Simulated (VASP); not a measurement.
# CdS (Hawleyite) (F-43m) in VASP: further runs

Runs on CdS (Hawleyite). Level: PBE. Tasks: evGW0 quasiparticle levels, G0W0 quasiparticle levels.

Program: VASP 6.6.1. These are calculated values, not measurements. Logs are shortened: lines on timing, memory, paths and dates and some standing lists are left out, and cuts for length are marked.

## 1. The structure

The structure is cubic, space group F-43m (No. 216). Conventional cell: a = 5.833 Å, b = 5.833 Å, c = 5.833 Å, α = 90.00°, β = 90.00°, γ = 90.00°. Cd (site symmetry -43m) has 4 S at 2.53 Å as nearest neighbours. S (site symmetry -43m) has 4 Cd at 2.53 Å as nearest neighbours.

## 2. EvGW0 quasiparticle levels, PBE

Contents of POSCAR:

```
CdS
1.0
    0.0000000000      2.9165000000      2.9165000000
    2.9165000000      0.0000000000      2.9165000000
    2.9165000000      2.9165000000      0.0000000000
Cd S
1 1
Direct
    0.0000000000      0.0000000000      0.0000000000
    0.7500000000      0.7500000000      0.7500000000
```

Contents of INCAR.step1:

```
SYSTEM = CdS
PREC = Accurate
ENCUT = 450
EDIFF = 1E-8
ISMEAR = 0
SIGMA = 0.01
LREAL = .False.
LASPH = .True.
NELM = 60
ALGO = Fast
LWAVE = .True.
LCHARG = .False.
GGA = PE
```

Contents of INCAR.step2:

```
SYSTEM = CdS
PREC = Accurate
ENCUT = 450
EDIFF = 1E-8
ISMEAR = 0
SIGMA = 0.01
LREAL = .False.
LASPH = .True.
NELM = 1
ALGO = Exact
LWAVE = .True.
LCHARG = .False.
GGA = PE
NBANDS = 121
LOPTICS = .True.
ISTART = 1
```

Contents of INCAR.step3:

```
SYSTEM = CdS
PREC = Accurate
ENCUT = 450
EDIFF = 1E-8
ISMEAR = 0
SIGMA = 0.01
LREAL = .False.
LASPH = .True.
ALGO = EVGW0
LWAVE = .False.
LCHARG = .False.
GGA = PE
NELMGW = 4
NBANDS = 121
ENCUTGW = 100
NOMEGA = 50
PRECFOCK = Fast
ISTART = 1
NBANDSGW = 17
```

Contents of KPOINTS:

```
Automatic mesh
0
Gamma
  4 4 4
  0 0 0
```

Potentials or basis: VASP PAW PBE potentials, release 64 (Cd_GW, S_GW).

Run with:

```console
cat potpaw_PBE.64/Cd_GW/POTCAR potpaw_PBE.64/S_GW/POTCAR > POTCAR
cp INCAR.step1 INCAR
mpirun -np 1 vasp_std > vasp.out
cp INCAR.step2 INCAR
mpirun -np 1 vasp_std > vasp.out
cp INCAR.step3 INCAR
mpirun -np 1 vasp_std > vasp.out
```

OUTCAR:

```text
SYSTEM = CdS
   PREC = Accurate
   ENCUT = 450
   EDIFF = 1E-8
   ISMEAR = 0
   LREAL = .False.
   LASPH = .True.
   GGA = PE
   NELMGW = 4
   ENCUTGW = 100
   PRECFOCK = Fast
   ISTART = 1

 ion  position               nearest neighbor table
   1  0.000  0.000  0.000-   2 2.53   2 2.53   2 2.53   2 2.53
   2  0.750  0.750  0.750-   1 2.53   1 2.53   1 2.53   1 2.53

  LATTYP: Found a face centered cubic cell.
 ALAT       =     5.8330000000

  Lattice vectors:

 A1 = (   0.0000000000,   2.9165000000,   2.9165000000)
 A2 = (   2.9165000000,   0.0000000000,   2.9165000000)
 A3 = (   2.9165000000,   2.9165000000,   0.0000000000)

Analysis of symmetry for initial positions (statically):
=====================================================================
 Subroutine PRICEL returns:
 Original cell was already a primitive cell.

 Routine SETGRP: Setting up the symmetry group for a
 face centered cubic supercell.

 Subroutine GETGRP returns: Found 24 space group operations
 (whereof 24 operations were pure point group operations)
 out of a pool of 48 trial point group operations.

The static configuration has the point symmetry T_d .

Analysis of symmetry for dynamics (positions and initial velocities):
=====================================================================
 Subroutine PRICEL returns:
 Original cell was already a primitive cell.

 Routine SETGRP: Setting up the symmetry group for a
 face centered cubic supercell.

 Subroutine GETGRP returns: Found 24 space group operations
 (whereof 24 operations were pure point group operations)
 out of a pool of 48 trial point group operations.

The dynamic configuration has the point symmetry T_d .

 Subroutine INISYM returns: Found 24 space group operations
 (whereof 24 operations are pure point group operations),
 and found     1 'primitive' translations

----------------------------------------------------------------------------------------

                                     Primitive cell

  volume of cell :      49.6153

  direct lattice vectors                    reciprocal lattice vectors
     0.000000000  2.916500000  2.916500000    -0.171438368  0.171438368  0.171438368
     2.916500000  0.000000000  2.916500000     0.171438368 -0.171438368  0.171438368
     2.916500000  2.916500000  0.000000000     0.171438368  0.171438368 -0.171438368

  length of vectors
     4.124553855  4.124553855  4.124553855     0.296939964  0.296939964  0.296939964

  position of ions in fractional coordinates (direct lattice)
     0.000000000  0.000000000  0.000000000
     0.750000000  0.750000000  0.750000000

  ion indices of the primitive-cell ions
   primitive index   ion index
                 1           1
                 2           2

----------------------------------------------------------------------------------------

 KPOINTS: Automatic mesh

Automatic generation of k-mesh.
 Grid dimensions read from file:
 generate k-points for:    4    4    4

 Generating k-lattice:

  Cartesian coordinates                     Fractional coordinates (reciprocal lattice)
    -0.042859592  0.042859592  0.042859592     0.250000000  0.000000000  0.000000000
     0.042859592 -0.042859592  0.042859592     0.000000000  0.250000000  0.000000000
     0.042859592  0.042859592 -0.042859592     0.000000000  0.000000000  0.250000000

  Length of vectors
     0.074234991  0.074234991  0.074234991

  Shift w.r.t. Gamma in fractional coordinates (k-lattice)
     0.000000000  0.000000000  0.000000000

 Subroutine IBZKPT returns following result:
 ===========================================

 Found      8 irreducible k-points:

 Following reciprocal coordinates:
            Coordinates               Weight
  0.000000  0.000000  0.000000      1.000000
  0.250000  0.000000  0.000000      8.000000
  0.500000  0.000000  0.000000      4.000000
  0.250000  0.250000  0.000000      6.000000
  0.500000  0.250000  0.000000     24.000000
 -0.250000  0.250000  0.000000     12.000000
  0.500000  0.500000  0.000000      3.000000
 -0.250000  0.500000  0.250000      6.000000
   k-points           NKPTS =      8   k-points in BZ     NKDIM =     64   number of bands    NBANDS=    121
   number of dos      NEDOS =    301   number of ions     NIONS =      2
   total plane-waves  NPLWV =  27000
   dimension x,y,z NGX =    30 NGY =   30 NGZ =   30
   dimension x,y,z NGXF=    60 NGYF=   60 NGZF=   60
   ions per type =               1   1
   NGX,Y,Z   is equivalent  to a cutoff of  12.09, 12.09, 12.09 a.u.
   NGXF,Y,Z  is equivalent  to a cutoff of  24.18, 24.18, 24.18 a.u.
 SYSTEM =  CdS
   PREC   = accura    normal or accurate (medium, high low for compatibility)
   ISTART =      1    job   : 0-new  1-cont  2-samecut
   ICHARG =      0    charge: 1-file 2-atom 10-const
   ISPIN  =      1    spin polarized calculation?
   LNONCOLLINEAR =      F non collinear calculations
   LSORBIT =      F    spin-orbit coupling
   LASPH  =      T    aspherical Exc in radial PAW
   ENCUT  =  450.0 eV  33.07 Ry    5.75 a.u.   7.13  7.13  7.13*2*pi/ulx,y,z
   NELM   =     60;   NELMIN=  2; NELMDL=  0     # of ELM steps
   EDIFF  = 0.1E-07   stopping-criterion for ELM
   LREAL  =      F    real-space projection
   EDIFFG = 0.1E-06   stopping-criterion for IOM
   NSW    =      0    number of steps for IOM
   IBRION =     -1    ionic relax: 0-MD 1-quasi-New 2-CG
   NFREE  =      0    steps in history (QN), initial steepest desc. (CG)
   ISIF   =      0    stress and relaxation
   ISYM   =      3    0-nonsym 1-usesym 2-fastsym
   POTIM  = 0.5000    time-step for ionic-motion
   TEBEG  =    0.0;   TEEND  =   0.0 temperature during run
   PSTRESS=    0.0 pullay stress
   NELECT =      18.0000    total number of electrons
   NUPDOWN=      -1.0000    fix difference up-down
   EMIN   =  10.00;   EMAX   =-10.00  energy-range for DOS
   EFERMI =   0.00;   METHOD = LEGACY
   ISMEAR =     0;   SIGMA  =   0.01  broadening in eV -4-tet -1-fermi 0-gaus
   EFERMI_NEDOS =   21; number of points for ismear=-14 and -15
   IALGO  =     38    algorithm
   IMIX   =      4    mixing-type and parameters
     AMIX     =   0.40;   BMIX     =  1.00
     AMIX_MAG =   1.60;   BMIX_MAG =  1.00
  volume/ion in A,a.u.               =      24.81       167.41
  Fermi-wavevector in a.u.,A,eV,Ry     =   1.167599  2.206442 18.548649  1.363287
  Thomas-Fermi vector in A             =   2.304097
   LORBIT       =      0    0 simple, 1 ext, 2 COOP (PROOUT), +10 PAW based schemes
   GGA     = PE    functional components
   LHFCALC =     T    Hartree Fock is set to
   PRECFOCK=fast      Normal, Fast or Accurate (Low or Medium for compatibility)
   ENCUT4O =  -1.0   cutoff for four orbital integrals eV
   NKREDX  =     1    reduce k-point grid by
   NKREDY  =     1    reduce k-point grid by
   NKREDZ  =     1    reduce k-point grid by
   AEXX    =    1.0000 exact exchange contribution
   HFSCREEN=    0.0000 screening length (either q_TF or 0.3 A-1)
   HFSCREENC=   0.0000 screening length for correlation (either q_TF or 0.3 A-1)
   ENCUTFOCK=  -1.0 apply spherical cutoff to Coloumb kernel
   IVDW    =     0    specifies the selected vdW correction
   LEPSILON=     F    determine dielectric tensor
   LRPA    =     F    only Hartree local field effects (RPA)
   LRPAFORCE           =     F    calculate RPA forces
   ENCUTGW             = 100.0    cutoff for response function in eV
   ENCUTGWSOFT         =  80.0    soft cutoff for Coulomb kernel in GW response function in eV
   ENCUTLF             =  -1.0    cutoff for local field effects
   NELMGW              =     4    number of iterations in solving QP/BSE equation
   NELMHF              =     1    number of iterations in the inner HF iteration
   NKREDLFX            =     1    NKREDLFY  =   1   NKREDLFZ  =   1
 non-spin polarized calculation
 Gauss-broadening in eV      SIGMA  =   0.01
  energy-cutoff  :      450.00
  volume of cell :       49.62
 maximum number of plane-waves:      1090
 NGX is ok and might be reduce to    30
  NGX = 16; NGY = 16; NGZ = 16
   NGX = 15   NGY = 15   NGZ = 15
 maximum number of plane-waves:       125
 NGX is ok and might be reduce to    14

 QP shifts <psi_nk| G(iteration)W_0 |psi_nk>: iteration 1
 for sc-GW calculations column KS-energies equals QP-energies in previous step
 and V_xc(KS)=  KS-energies - (<T + V_ion + V_H > + <T+V_H+V_ion>^1  + <V_x>^1)

 k-point   1 :       0.0000    0.0000    0.0000
  band No.  KS-energies  QP-energies   sigma(KS)   V_xc(KS)     V^pw_x(r,r')   Z            occupation Imag(sigma)

      1      -9.6917      -9.9957     -13.4983     -12.9991     -20.9180       0.6089       2.0000       1.0634
      2      -5.0717      -6.7845     -17.6361     -15.1662     -22.9053       0.6935       2.0000       0.4064
      3      -5.0717      -6.7845     -17.6361     -15.1662     -22.9053       0.6935       2.0000       0.4064
      4      -5.0717      -6.7845     -17.6361     -15.1662     -22.9053       0.6935       2.0000       0.4064
      5      -4.5942      -6.4244     -18.1026     -15.4980     -23.2327       0.7027       2.0000       0.3649
      6      -4.5942      -6.4244     -18.1026     -15.4980     -23.2327       0.7027       2.0000       0.3649
[... 144 lines left out ...]
      4      -4.6329      -6.4575     -18.1020     -15.5105     -23.2695       0.7041       2.0000       0.3818
      5      -4.5867      -6.4055     -18.0370     -15.4524     -23.1770       0.7037       2.0000       0.3702
      6      -3.9616      -5.6355     -18.0410     -15.6650     -23.1889       0.7045       2.0000       0.3898
[... 9 lines left out ...]
     16      15.7606      16.4334     -10.8095     -11.7178      -5.1523       0.7409       0.0000      -0.4599
     17      15.9338      16.5102      -9.9690     -10.7475      -4.2922       0.7403       0.0000      -0.4439

 QP shifts <psi_nk| G(iteration)W_0 |psi_nk>: iteration 2

 k-point   1 :       0.0000    0.0000    0.0000
  band No. old QP-enery  QP-energies   sigma(KS)   T+V_ion+V_H  V^pw_x(r,r')   Z            occupation Imag(sigma)

      1      -9.9957     -10.2009     -13.6346       3.3074     -20.9180       0.6192       2.0000       0.9693
      2      -6.7845      -7.2547     -17.5560      10.0945     -22.9053       0.6945       2.0000       0.4503
      3      -6.7845      -7.2547     -17.5560      10.0945     -22.9053       0.6945       2.0000       0.4503
      4      -6.7845      -7.2547     -17.5560      10.0945     -22.9053       0.6945       2.0000       0.4503
      5      -6.4244      -6.9248     -18.0404      10.9038     -23.2327       0.7026       2.0000       0.3847
      6      -6.4244      -6.9248     -18.0404      10.9038     -23.2327       0.7026       2.0000       0.3847
[... 144 lines left out ...]
      4      -6.4575      -6.9419     -18.0234      10.8776     -23.2695       0.7038       2.0000       0.4103
      5      -6.4055      -6.9005     -17.9736      10.8657     -23.1770       0.7048       2.0000       0.3939
      6      -5.6355      -6.0623     -17.9467      11.7034     -23.1889       0.7022       2.0000       0.4342
[... 9 lines left out ...]
     16      16.4334      16.5224     -10.9235      27.4783      -5.1523       0.7328       0.0000      -0.5069
     17      16.5102      16.5960     -10.0547      26.6814      -4.2922       0.7368       0.0000      -0.4720

 QP shifts <psi_nk| G(iteration)W_0 |psi_nk>: iteration 3

 k-point   1 :       0.0000    0.0000    0.0000
  band No. old QP-enery  QP-energies   sigma(KS)   T+V_ion+V_H  V^pw_x(r,r')   Z            occupation Imag(sigma)

      1     -10.2009     -10.2756     -13.6297       3.3074     -20.9180       0.6155       2.0000       0.9688
      2      -7.2547      -7.3823     -17.5327      10.0945     -22.9053       0.6952       2.0000       0.4649
      3      -7.2547      -7.3823     -17.5327      10.0945     -22.9053       0.6952       2.0000       0.4649
      4      -7.2547      -7.3823     -17.5327      10.0945     -22.9053       0.6952       2.0000       0.4649
      5      -6.9248      -7.0615     -18.0231      10.9038     -23.2327       0.7028       2.0000       0.3911
      6      -6.9248      -7.0615     -18.0231      10.9038     -23.2327       0.7028       2.0000       0.3911
[... 144 lines left out ...]
      4      -6.9419      -7.0724     -18.0049      10.8776     -23.2695       0.7037       2.0000       0.4185
      5      -6.9005      -7.0344     -17.9563      10.8657     -23.1770       0.7045       2.0000       0.4013
      6      -6.0623      -6.1750     -17.9259      11.7034     -23.1889       0.7036       2.0000       0.4472
[... 9 lines left out ...]
     16      16.5224      16.5338     -10.9404      27.4783      -5.1523       0.7370       0.0000      -0.5124
     17      16.5960      16.6089     -10.0678      26.6814      -4.2922       0.7390       0.0000      -0.4764

 QP shifts <psi_nk| G(iteration)W_0 |psi_nk>: iteration 4

 k-point   1 :       0.0000    0.0000    0.0000
  band No. old QP-enery  QP-energies   sigma(KS)   T+V_ion+V_H  V^pw_x(r,r')   Z            occupation Imag(sigma)

      1     -10.2756     -10.3004     -13.6232       3.3074     -20.9180       0.6165       2.0000       0.9719
      2      -7.3823      -7.4166     -17.5261      10.0945     -22.9053       0.6949       2.0000       0.4692
      3      -7.3823      -7.4166     -17.5261      10.0945     -22.9053       0.6949       2.0000       0.4692
      4      -7.3823      -7.4166     -17.5261      10.0945     -22.9053       0.6949       2.0000       0.4692
      5      -7.0615      -7.0986     -18.0180      10.9038     -23.2327       0.7026       2.0000       0.3929
      6      -7.0615      -7.0986     -18.0180      10.9038     -23.2327       0.7026       2.0000       0.3929
[... 143 lines left out ...]
      3      -7.2003      -7.2344     -17.8311      10.5822     -23.1747       0.7015       2.0000       0.4553
      4      -7.0724      -7.1076     -18.0000      10.8776     -23.2695       0.7037       2.0000       0.4207
      5      -7.0344      -7.0706     -17.9515      10.8657     -23.1770       0.7042       2.0000       0.4034
      6      -6.1750      -6.2048     -17.9207      11.7034     -23.1889       0.7038       2.0000       0.4510
[... 9 lines left out ...]
     16      16.5338      16.5352     -10.9427      27.4783      -5.1523       0.7371       0.0000      -0.5131
     17      16.6089      16.6108     -10.0699      26.6814      -4.2922       0.7398       0.0000      -0.4773
```

Wall time 4.5 min (1 thread of Intel Xeon 6975P-C (Granite Rapids), shared host); peak memory 0.4 GiB.

What came out:

* Band gap on the k mesh, mean-field level: 1.13 eV, direct
* Quasiparticle gap: 2.06 eV
* Least direct quasiparticle gap: 2.06 eV

Quasiparticle gap after each update of the energies (eV): 1.88, 2.03, 2.06, 2.06

Caveat: the k mesh is coarse (spacing up to 0.47 Å⁻¹), so the values aren't converged; bands, screening cutoff and mesh are small and nothing is extrapolated, so the quasiparticle values aren't converged.

[end of part 1 of 3]
